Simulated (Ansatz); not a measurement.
# FeSi (P2_13) in Ansatz: reference runs

Aim: a first look at FeSi with PBEsol, on the cell as given and on a disturbed one.

Everything below comes from runs of Ansatz 0.2.0. Logs are shortened: lines on timing, memory, paths and dates and some standing lists are left out, and cuts for length are marked.

## (1) Starting point

It takes space group P2_13 (No. 198, cubic). The conventional cell has a = 4.551 Å, b = 4.551 Å, c = 4.551 Å, α = 90.00°, β = 90.00°, γ = 90.00°. Around Fe (site symmetry 3) lie 7 Si at 2.32 to 2.55 Å. Around Si (site symmetry 3) lie 7 Fe at 2.32 to 2.55 Å.

## (2) Single point, PBEsol, collinear spin, ferromagnetic start

input.yaml

```yaml
crystal:
  lattice:
    - [4.5507, 0.0, 0.0]
    - [0.0, 4.5507, 0.0]
    - [0.0, 0.0, 4.5507]
  atoms:
    - { symbol: Fe, position: [0.86348, 0.63652, 0.36348], spin: 3.0 }
    - { symbol: Fe, position: [0.63652, 0.36348, 0.86348], spin: 3.0 }
    - { symbol: Fe, position: [0.36348, 0.86348, 0.63652], spin: 3.0 }
    - { symbol: Fe, position: [0.13652, 0.13652, 0.13652], spin: 3.0 }
    - { symbol: Si, position: [0.1576, 0.3424, 0.6576] }
    - { symbol: Si, position: [0.3424, 0.6576, 0.1576] }
    - { symbol: Si, position: [0.6576, 0.1576, 0.3424] }
    - { symbol: Si, position: [0.8424, 0.8424, 0.8424] }
hamiltonian:
  xc: pbesol
  pseudopotentials: { kind: paw }
magnetization:
  spin_polarized: true
kpoints:
  mp_grid: { grid: [6, 6, 6] }
scf:
  occupations: { method: fermi_dirac, width: 0.05 }
output:
  forces: true
  stress: true
  eigenvalues: true
  write_density: true
  write_potential: true
  elf: true
  volumetric_format: npy
```

Potentials or basis: Ansatz PAW.

Launch:

```bash
$ ansatz run input.yaml --threads 4 --pin off --max-ram 11264MiB --backend cpu --events-out ev --progress --plain --runs-dir out
```

The log of the run:

```text
Warning: RAYON_NUM_THREADS=4 ignored (pool sized by the plan → 4); use --threads N
Engine: ansatz 0.2.0, aarch64-unknown-linux-gnu
Pseudopotentials: kind: paw
Pseudopotential: Fe, paw, valence charge 16, recommended cutoff 420 eV (normal), Fe.paw.azcp
Pseudopotential: Si, paw, valence charge 4, recommended cutoff 420 eV (normal), Si.paw.azcp
Functional definition: PBEsol
  exchange = pbesol_x
  correlation = pbesol_c
Crystal: 8 atoms, lattice volume = 94.240 Å³
Basis set: ecut = 420 eV, 1839 PW (Γ), exchange–correlation on 64×64×64 points (8 copies of the dense FFT grid, shifted against one another)
Bands: 56, of which v1, the nominal top of the filled ones, is band 40 counted from 1 (39 counted from 0)
Symmetry: 12 space group operations
Space group: P213 (ITA 198), of the structure as read, at distance tolerance 4.6e-5 Å
Magnetic group: BNS 198.9 (UNI 1511), of the structure as read, at distance tolerance 4.6e-5 Å
k-points: 24 of 216 (time reversal used)
Non-local potential: Fe, projectors of the file, l = 0: 3, l = 1: 2, l = 2: 3, l = 3: 1
Non-local potential: Si, projectors of the file, l = 0: 2, l = 1: 2, l = 2: 2
PAW form: soft (Blöchl's): semilocal exchange-correlation on the pseudo side does not see the compensation charge
PAW frozen core: Fe, regenerated for the run's functional, and the local potential with it (the file was generated under x = pbe(κ = 0.804, μ = 0.2195149727645171), c = pbe(β = 0.06672455060314922))
PAW frozen core: Si, regenerated for the run's functional, and the local potential with it (the file was generated under x = pbe(κ = 0.804, μ = 0.2195149727645171), c = pbe(β = 0.06672455060314922))
PAW one-centre angular grid: Fe, 590 points (default); XC on 64 Gauss nodes
PAW one-centre angular grid: Si, 110 points (default); XC on 64 Gauss nodes
Initial density: superposition of atomic densities (chi_scale 0.1, normalization cell)
Starting moments: Σ|m| = 12 μB on 4 of 8 sites
Initial wavefunctions: pseudopotential atomic-orbital guess
Functional: x = pbesol(κ = 0.804, μ = 0.12345679012345678), c = pbesol(β = 0.046)
SCF iter   1: F=—  HF=-20285.957645 eV  |F-HF|=—  |Δ(HF+E_count)|=         —  Δρ=1.77e-1 (↑1.77e-1 ↓8.73e-2)  dr2=6.96e0  dr2_m=1.43e1  M=4.162 μB ∫|m|=5.380 μB  β_m=0.30  ethr=3.10e-3  ⟨swp⟩=6.9  Hψ=10538  notcnv=0  defer=4
Mixer restart at iter 1: flushing history
preconditioner: auto → Kerker (q_TF=auto, 2.655 Å⁻¹)  [metal: Δε(μ)=0.054 eV  Ē_g=7.643 eV  σ=0.050 eV  W_gap=0.26  n_scr=26 (ndim 8)  ℏωp=26.5 eV  f_vac=0.000  D(μ)=6.04/eV (n_scr^D=80)]
spin=Collinear: Kerker preconditioning applied to the charge; magnetization (m = ρ↑ − ρ↓) channel mixes plain (no charge-response kernel on spin).
SCF iter   2: F=—  HF=-20282.342360 eV  |F-HF|=—  |Δ(HF+E_count)|=    3.62e0  Δρ=9.30e-2 (↑9.30e-2 ↓8.54e-2)  dr2=1.05e0  dr2_m=6.65e0  M=4.226 μB ∫|m|=5.445 μB  β_m=0.51  ethr=3.10e-3  ⟨swp⟩=2.2  Hψ=4506  notcnv=0  defer=288
SCF iter   3: F=—  HF=-20285.837047 eV  |F-HF|=—  |Δ(HF+E_count)|=    3.49e0  Δρ=4.49e-2 (↑4.49e-2 ↓2.89e-2)  dr2=6.18e-1  dr2_m=1.05e0  M=3.961 μB ∫|m|=5.003 μB  β_m=0.58  ethr=1.31e-3  ⟨swp⟩=3.0  Hψ=5311  notcnv=0  defer=288
SCF iter   4: F=—  HF=-20286.058542 eV  |F-HF|=—  |Δ(HF+E_count)|=   2.21e-1  Δρ=1.49e-2 (↑6.39e-3 ↓1.49e-2)  dr2=6.47e-1  dr2_m=2.28e-2  M=3.698 μB ∫|m|=4.613 μB  β_m=0.75  ethr=7.73e-4  ⟨swp⟩=2.2  Hψ=4725  notcnv=0  defer=293
SCF iter   5: F=—  HF=-20285.796563 eV  |F-HF|=—  |Δ(HF+E_count)|=   2.62e-1  Δρ=1.25e-2 (↑1.25e-2 ↓8.57e-3)  dr2=3.20e-1  dr2_m=4.17e-3  M=3.270 μB ∫|m|=4.043 μB  β_m=0.88  ethr=7.73e-4  ⟨swp⟩=2.9  Hψ=4543  notcnv=0  defer=293
SCF iter   6: F=—  HF=-20285.907152 eV  |F-HF|=—  |Δ(HF+E_count)|=   1.11e-1  Δρ=5.71e-3 (↑5.71e-3 ↓5.38e-3)  dr2=9.69e-2  dr2_m=5.98e-5  M=3.406 μB ∫|m|=4.191 μB  β_m=0.94  ethr=4.00e-4  ⟨swp⟩=2.0  Hψ=3539  notcnv=0  defer=294
SCF iter   7: F=—  HF=-20285.918427 eV  |F-HF|=—  |Δ(HF+E_count)|=   1.13e-2  Δρ=1.94e-3 (↑3.81e-4 ↓1.94e-3)  dr2=3.27e-3  dr2_m=7.74e-4  M=3.535 μB ∫|m|=4.339 μB  β_m=0.97  ethr=1.21e-4  ⟨swp⟩=2.0  Hψ=3783  notcnv=0  defer=294
SCF iter   8: F=—  HF=-20285.919006 eV  |F-HF|=—  |Δ(HF+E_count)|=   5.79e-4  Δρ=4.89e-4 (↑4.89e-4 ↓2.29e-4)  dr2=5.37e-4  dr2_m=1.70e-5  M=3.595 μB ∫|m|=4.415 μB  β_m=0.98  ethr=4.08e-6  ⟨swp⟩=2.2  Hψ=4257  notcnv=0  defer=294
SCF iter   9: F=—  HF=-20285.918965 eV  |F-HF|=—  |Δ(HF+E_count)|=   4.14e-5  Δρ=1.70e-4 (↑1.70e-4 ↓3.76e-5)  dr2=3.99e-5  dr2_m=4.55e-6  M=3.594 μB ∫|m|=4.415 μB  β_m=0.99  ethr=6.71e-7  ⟨swp⟩=1.8  Hψ=3104  notcnv=0  defer=294
SCF iter  10: F=—  HF=-20285.918928 eV  |F-HF|=—  |Δ(HF+E_count)|=   3.63e-5  Δρ=1.87e-5 (↑1.87e-5 ↓5.34e-6)  dr2=3.72e-7  dr2_m=7.54e-8  M=3.595 μB ∫|m|=4.416 μB  β_m=1.00  ethr=4.99e-8  ⟨swp⟩=1.9  Hψ=3332  notcnv=0  defer=294
SCF iter  11: F=—  HF=-20285.918928 eV  |F-HF|=—  |Δ(HF+E_count)|=   1.64e-8  Δρ=4.38e-6 (↑4.38e-6 ↓4.17e-6)  dr2=5.77e-8  dr2_m=1.38e-10  M=3.595 μB ∫|m|=4.417 μB  β_m=1.00  ethr=4.65e-10  ⟨swp⟩=1.7  Hψ=3303  notcnv=0  defer=294
SCF iter  12: F=-20285.918928 eV  HF=-20285.918928 eV  |F-HF|=3.95e-9  |Δ(HF+E_count)|=   7.08e-9  Δρ=1.58e-6 (↑7.27e-7 ↓1.58e-6)  dr2=4.15e-9  dr2_m=2.01e-10  M=3.595 μB ∫|m|=4.416 μB  ethr=7.21e-11  ⟨swp⟩=11.0  Hψ=16137  notcnv=0
SCF 1 converged in 12 iterations: F = -20285.918928 eV  dr2 = 4.15e-9
SCF converged after 12 iterations
Magnetization: 3.5947 μB (41.7974 up, 38.2026 down)
Absolute magnetization: 4.4164 μB (∫|ρ↑−ρ↓|, with the PAW one-centre terms)
Spin contamination: 0.0734 ħ² per cell (⟨S²⟩ above its minimum at these occupations)
Per-site moments (μB) at R_I (Å): [(0.9751383297365962, 0.9562849999618926), (0.9751383297365964, 0.9562849999618926), (0.9751383297365964, 0.9562849999618926), (0.9751383297365966, 0.9562849999618926), (-0.04621462426921507, 0.9562849999618926), (-0.046214624269215146, 0.9562849999618926), (-0.0462146242692152, 0.9562849999618926), (-0.04621462426921502, 0.9562849999618926)]
Free energy (F): -20285.918928 eV
Harris-Foulkes:  -20285.918928 eV  (|F-HF|=3.95e-9)
Internal energy: -20285.854747 eV  (E = F + TS)
E sigma→0 (E₀):  -20285.886838 eV
Entropy (-TS):   -0.064181 eV (-8.023 meV/atom)
Fermi energy:    15.341455 eV
--- Per-component energies (eV) ---
  E_band       = -894.355915
  E_kinetic    = 1593.600326
  E_local      = -10809.849148  (includes V_loc(G=0)·N_el)
  E_nonlocal   = 963.969886
  E_hartree    = 4678.204986
  E_xc         = -698.296904
  E_vxc        = -807.866165  (∫ρ·V_xc dr)
  E_paw        = -7329.008013  (= ΣΔE_a)
  E_vpaw       = -1190.632790  (= ΣTr[D̂ρ^β])
  E_aug_tail   = 0.003350  (compensation charges beyond the density's cutoff)
  E_ewald      = -8685.322279
  E_core_change = 0.843049  (= ΣΔE_core)
  E_smearing   = -0.064181  (= −TS)
  E_closure    = -0.000000  (closes the sum)
  Σ components = -20285.918928   (vs F -20285.918928, Δ=0.00e0)
--- Forces (eV/Å), atoms counted from 1 ---
  atom   1  Fe     0.04680996    -0.04680996     0.04680996
  atom   2  Fe    -0.04680996     0.04680996     0.04680996
  atom   3  Fe     0.04680996     0.04680996    -0.04680996
  atom   4  Fe    -0.04680996    -0.04680996    -0.04680996
  atom   5  Si    -0.02822032     0.02822032    -0.02822032
  atom   6  Si     0.02822032    -0.02822032    -0.02822032
  atom   7  Si    -0.02822032    -0.02822032     0.02822032
  atom   8  Si     0.02822032     0.02822032     0.02822032
  max |Σ_I F_I| component: 1.08e-16 eV/Å
--- Stress (GPa, compression-positive) ---
      -16.847281       0.000000       0.000000
        0.000000     -16.847281      -0.000000
       -0.000000       0.000000     -16.847281
  P = ⅓ Tr σ = -16.8473 GPa (-168.473 kbar)
--- Band table (eV; the first three rows and the last of 48) ---
  k-point 0 ↑: bands = ["-71.6028", "-71.5889", "-71.5889", "-71.5889", "-37.8423", "-37.8423", "-37.8423", "-37.8306", "-37.8306", "-37.8306", "-37.7980", "-37.7980", "-37.7760", "-37.7741", "-37.7741", "-37.7741", "2.5169", "7.6279", "7.6279", "7.6279", "10.3564", "10.3564", "10.3564", "11.8789", "11.8789", "11.8789", "12.3462", "12.4359", "12.4359", "12.6688", "12.6688", "12.6688", "13.2353", "13.2353", "13.2353", "14.6103", "14.6103", "14.6103", "14.6827", "14.6827", "15.4196", "15.4196", "15.4196", "17.8443", "17.8443", "17.8443", "18.3772", "18.3772", "18.9869", "18.9869", "18.9869", "20.4549", "21.5145", "21.5145", "21.5145", "23.4406"]
  k-point 1 ↑: bands = ["-71.6021", "-71.5912", "-71.5887", "-71.5876", "-37.8508", "-37.8451", "-37.8392", "-37.8329", "-37.8300", "-37.8195", "-37.7969", "-37.7951", "-37.7789", "-37.7753", "-37.7751", "-37.7746", "2.7134", "6.6208", "7.7432", "8.3015", "9.8266", "10.4736", "11.0027", "11.2169", "11.4900", "12.1977", "12.4804", "12.5541", "12.6398", "12.6541", "12.7106", "12.7360", "13.0915", "13.2281", "13.5067", "14.3902", "14.4610", "14.6326", "14.6861", "14.8182", "15.1912", "15.3413", "15.8951", "17.2304", "17.4038", "17.7042", "17.8152", "18.7146", "19.2632", "19.3174", "19.5656", "20.7182", "21.0141", "22.2262", "22.2871", "22.5999"]
  k-point 2 ↑: bands = ["-71.6001", "-71.5941", "-71.5881", "-71.5872", "-37.8551", "-37.8507", "-37.8424", "-37.8376", "-37.8170", "-37.8068", "-37.7969", "-37.7901", "-37.7840", "-37.7787", "-37.7772", "-37.7769", "3.2908", "5.3807", "8.0694", "8.7191", "9.6511", "10.5613", "10.7032", "11.0013", "11.7037", "11.9035", "12.5352", "12.5948", "12.6863", "12.7025", "12.8014", "12.9587", "13.0827", "13.3684", "13.5962", "14.0365", "14.3985", "14.5223", "14.7257", "14.7873", "15.0934", "15.1374", "16.3669", "16.8677", "16.8950", "17.1044", "18.2345", "19.1751", "19.6365", "19.7047", "20.2718", "20.7874", "20.9236", "21.2851", "21.6512", "22.5004"]
  k-point 23 ↓: bands = ["-70.4631", "-70.4631", "-70.4631", "-70.4631", "-36.7694", "-36.7694", "-36.7694", "-36.7694", "-36.7039", "-36.7039", "-36.7039", "-36.7039", "-36.6502", "-36.6502", "-36.6502", "-36.6502", "6.4400", "6.4400", "6.4400", "6.4400", "9.0585", "9.0585", "9.0585", "9.0585", "13.2201", "13.2201", "13.2201", "13.2201", "13.2647", "13.2647", "13.2647", "13.2647", "14.9728", "14.9728", "14.9728", "14.9728", "15.1024", "15.1024", "15.1024", "15.1024", "16.2340", "16.2340", "16.2340", "16.2340", "20.4343", "20.4343", "20.4343", "20.4343", "21.1016", "21.1016", "21.1016", "21.1016", "23.2180", "23.2180", "23.2180", "23.2180"]
```

Run time: 13 s. Hardware: 4 threads of Arm Neoverse V2, shared host; peak memory 0.52 GiB.

Results:

```
Free energy            : -20285.9189 eV
Pressure               : -16.8 GPa
Largest force          : 0.081 eV/Å
Band gap on the k mesh : none (metal or under the smearing width)
Net moment             : 3.59 μB per cell
Absolute moment        : 4.42 μB per cell
Site moments           : Fe +0.98; Si -0.05 μB
```

Forces in eV/Å, atoms in the order of the input:
```
Fe   0.047 -0.047  0.047
Fe  -0.047  0.047  0.047
Fe   0.047  0.047 -0.047
Fe  -0.047 -0.047 -0.047
Si  -0.028  0.028 -0.028
Si   0.028 -0.028 -0.028
Si  -0.028 -0.028  0.028
Si   0.028  0.028  0.028
```

Levels at points of the mesh, in eV from the Fermi level:
Spin up:
| k point | band 40 | band 41 | band 42 | band 43 | band 44 | band 45 |
| --- | --- | --- | --- | --- | --- | --- |
| (0.00, 0.00, 0.00) | -0.66 | 0.08 | 0.08 | 0.08 | 2.50 | 2.50 |
| (0.00, 0.00, -0.50) | -0.55 | -0.36 | -0.36 | 1.15 | 1.15 | 1.51 |
| (0.00, -0.50, -0.50) | -0.89 | 0.11 | 0.11 | 0.65 | 0.65 | 2.10 |
| (-0.50, -0.50, -0.50) | -1.00 | -0.12 | -0.12 | -0.12 | -0.12 | 5.08 |
Spin down:
| k point | band 36 | band 37 | band 38 | band 39 | band 40 | band 41 |
| --- | --- | --- | --- | --- | --- | --- |
| (0.00, 0.00, 0.00) | 0.09 | 0.09 | 0.09 | 0.31 | 0.31 | 1.09 |
| (0.00, 0.00, -0.50) | -0.76 | 0.00 | 0.00 | 0.33 | 0.33 | 0.66 |
| (0.00, -0.50, -0.50) | -0.76 | -0.62 | -0.62 | 0.02 | 0.02 | 1.01 |
| (-0.50, -0.50, -0.50) | -0.37 | -0.24 | -0.24 | -0.24 | -0.24 | 0.89 |

Caveat: so large a pressure means that the cell lies far from this level's equilibrium, or that cutoff or potentials fall short; the PAW data sets come from PBE, with cores solved anew for the run's functional, which leaves a small shift of forces and pressure.

(Continued in part 2 of 2.)
